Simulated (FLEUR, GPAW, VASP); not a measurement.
## Y: programs and potentials compared

```
Y
1.0
     3.51432    0.00000    0.00000
    -1.75716    3.04349    0.00000
     0.00000    0.00000   23.60829
Y
4
Cartesian
  1.7572 1.0145 7.5000
  0.0000 2.0290 10.3694
  0.0000 0.0000 13.2389
  1.7572 1.0145 16.1083
```

Alike in all runs: task single point; functional PBE; k mesh 9 × 9 × 1; occupations fermi-dirac, width 0.05 eV; no spin polarisation; no spin-orbit coupling.

```json
{"program and potentials": "GPAW, GPAW PAW data sets (gpaw-data 1.2.1)", "plane-wave cutoff (eV)": "450", "notes": "-", "largest force (eV/Å)": "0.213"}
{"program and potentials": "FLEUR, all-electron, FLAPW", "plane-wave cutoff (eV)": "-", "notes": "-", "largest force (eV/Å)": "0.211"}
{"program and potentials": "VASP, PBE PAW files Y_sv, 520 eV", "plane-wave cutoff (eV)": "520", "notes": "-", "largest force (eV/Å)": "0.212"}
```

Force on atom 2 (Y), eV/Å:

| program and potentials | x | y | z |
| --- | --- | --- | --- |
| GPAW, GPAW PAW data sets (gpaw-data 1.2.1) | 0.000 | 0.000 | -0.213 |
| FLEUR, all-electron, FLAPW | 0.000 | 0.000 | -0.211 |
| VASP, PBE PAW files Y_sv, 520 eV | 0.000 | 0.000 | -0.212 |

Differences between rows come from potentials, basis sets and numerical settings, since the functional is the same but for its coding. Runs on potential files found faulty are left out.
